A semiconductor crystal looks like a frame of stiff springs, one for each bond. Pull such a frame longer along one axis, or squeeze it shorter, and the springs should stretch and store the energy. In GaSb this picture gets two things right: every bond does lengthen in both directions, and it lengthens slightly more on the side that costs more. It is nevertheless the wrong explanation, and the way the energy grows along the table shows why.

Zincblende GaSb (a = 6.118 Å, not relaxed at this level) is strained tetragonally along [001] at fixed volume. Ansatz 0.2.0, plane-wave PAW, r2SCAN, scalar-relativistic, no spin polarisation; cutoff 500 eV, Gamma-centred 10×10×10 k mesh, Gaussian smearing of 0.05 eV. Energy changes are differences in free energy, and pressure is positive in compression.

```
axial ratio (over its starting value)  energy change (meV/atom)  pressure (GPa)  gap on mesh (eV)
                                0.707                     204.1           -1.43             0.000
                                 0.85                      62.5            0.05             0.000
                                    1                       0.0            0.38             0.466
                                  1.2                     117.9            0.35             0.000
                                1.414                     410.0            0.33             0.000
```

The axial ratio, called r below, compares the length along the axis with the length across it, set to 1 for the undistorted crystal. The volume is held fixed, so a longer cell is also a thinner one. The energy change is counted from the cell at r = 1. All strained cells have lost the cubic symmetry of zincblende and are tetragonal.

**From 0.707 to 0.85: the springs fail**

The top row is the most flattened cell, and its energy change is 204 meV/atom. At 0.85 it has fallen to 62.5 meV/atom, a drop by a factor of 3.3. The bond length follows from the geometry alone:

L/L₀ = r^(−1/3) · √((r² + 2)/3)

Here L₀ is the length at r = 1. The bonds are 2.5 % too long in the top row and 0.57 % too long in the next. A spring stores energy as the square of its extension, so the cost should have dropped by a factor of 19.

The reason for this mismatch lies in the direction of the bonds. In zincblende each bond runs along a body diagonal of a small cube, equally inclined to all three cube axes. At fixed volume, a small shortening along one axis is accompanied by half as much widening along each of the other two. For a bond on the diagonal these changes cancel, and only a second-order lengthening is left. The stored spring energy therefore starts at the fourth power of the strain: almost nothing at first, then a steep rise.

One could still rescue the springs by making them very stiff. A least-squares fit of one spring constant to the four strained rows does this, and it yields only 14 meV/atom at 0.85. The constant it needs is also about ten times what a rough recalled bulk modulus of 56 GPa suggests, since uniform compression shortens bonds without bending them. Bond stretching may contribute to the cost, but it does not set the trend.

**From 0.85 to 1: what gives way instead**

If the bonds keep nearly their length, they must turn. At r = 1 all angles between neighbouring bonds are 109.5°, the tetrahedral value. At 0.85 two of the six angles at each atom have opened to 118° and the other four have closed to 105°. These changes are of first order in the strain, so their energy begins at the second power and is felt at once.

Chemistry offers a reason for the cost. In the usual picture each atom binds its four neighbours through directed sp³ hybrids, which overlap best with those of the neighbours when the bonds form a regular tetrahedron. Turning the bonds away from these directions weakens the overlap even if the distances stay the same.

The geometry can be written down in a few lines. Apart from a common scale, the four bonds of an atom point along (1, 1, r), (−1, −1, r), (1, −1, −r) and (−1, 1, −r). The cosines of the angles between them are

two angles: (r² − 2)/(r² + 2)
four angles: −r²/(r² + 2)

At r = 1 both equal −1/3. If each angle costs energy as the square of its cosine's departure from −1/3, the six terms add up to one simple form:

E = K · [(r² − 1)/(r² + 2)]²

E is the energy change and K a single angular stiffness. The undistorted row itself was not relaxed and is under a pressure of 0.38 GPa. Because that stress is the same in all directions, it does not favour a longer or a shorter cell, and r = 1 is a true balance point for changes of shape at this volume.

**From 1 to 1.2: the other direction**

Lengthening the cell reverses the angles: two close and four open. The energy rises to 118 meV/atom at 1.2. With K fitted by least squares to the four strained rows, the angle formula gives 101, which is 14 % too low, while the fitted spring model gives only 26. The bending model thus reproduces most of the cost in a row where the stretching model fails badly.

The gap on the mesh, 0.466 eV at r = 1, is zero here, as in every other strained row. That closure needs caution. The r2SCAN functional makes gaps too small, so at the milder strains of 0.85 and 1.2 a real crystal might keep a gap. Spin–orbit coupling, left out here, would act the other way and narrow it. The k mesh was chosen for an insulator, and its convergence for the gapless cells has not been shown.

**From 1.2 to 1.414: why longer costs more than shorter**

The last row is the natural partner of the first. One cell has its axial ratio multiplied by √2, the other divided by √2, so their logarithmic strains are equal and opposite. A second simple explanation, an elastic energy proportional to the square of the logarithmic strain, would make their costs equal. The table gives 410 against 204 meV/atom, a ratio of 2.0.

The angle formula predicts an asymmetry before any stiffness is chosen. For the longer cell r² = 2, and the bracket is (2 − 1)/(2 + 2) = 1/4. For the shorter cell r² = 1/2, and it is (1/2 − 1)/(1/2 + 2) = −1/5. The ratio of the squares is 25/16, or about 1.56. Its size depends on measuring the bending by the cosine; with the angle itself the ratio would be smaller, but still above 1.

The end points of the two motions make this plain. Flattening the cell spreads the bonds towards a plane, where the angles would be 90° and 180°. Lengthening it gathers the bonds into two bundles along the axis, and within a bundle the angle would shrink towards zero. Bunching takes the bonds further from a tetrahedron than flattening does.

For the absolute cost the fitted K is 6185 meV/atom. At 1.414 this gives 6185 × 1/16, or about 387 meV/atom, 6 % below the computed value. That row took part in the fit, so the agreement is a description and not a forecast. At 0.707 the same K gives a cost 21 % too high. The two misses together make up the part of the asymmetry that the formula leaves out.

**What the stresses add**

The pressure column might suggest that these cells are hardly loaded, but it is an average over directions. At 1.414 the same calculation gives a compressive stress of 5.4 GPa in each of the two directions across the axis and a tensile stress of 9.8 GPa along it, and the three nearly cancel in the mean. The difference between the stress across and the stress along measures how hard the crystal pushes back towards r = 1. It has the restoring sign in all four strained rows, so none of them is a new resting shape.

These stresses were not used in the fit, and they show where the angle formula breaks down. Between 0.85 and 0.707 the logarithmic strain more than doubles, but the difference grows only from 5.7 to 6.6 GPa in size. The formula expects 10 GPa in the flatter cell. From 1.2 to 1.414, too, the resistance grows less than the formula says: from 11 to 15 GPa instead of from 10 to 19. Adding spring energy would not help, because it makes the rise steeper still.

So the angular stiffness itself seems to weaken at large strain. A plausible cause is that filled bonding states and empty antibonding states begin to overlap, which would blur the directed bonds. A gap of zero does not tell how far the states overlap, but the smearing of the occupations gives a rough hint. Removing its effect raises the energy by an amount that is expected to grow with the number of states at the Fermi level, where filled states meet empty ones. In the same runs this amount is 0.27 meV per cell at 0.707 and 0.74 meV per cell at 1.414. The short side thus seems to have fewer such states, yet its resistance falls short of the formula by the larger share. Overlap alone therefore does not readily explain why the short side is so much cheaper, and that question remains open.

**The same strain in rocksalt**

A crystal of the rocksalt type would take this deformation quite differently. Its bonds run along the cube axes, so lengthening one axis stretches two bonds of each atom and shortens four, already at first order, while every angle between neighbouring bonds keeps its value. There the spring picture is the right place to start. To guess which picture applies, look first at how the bonds lie relative to the strain: bonds along the axes must change length, whereas bonds along the body diagonals can turn.
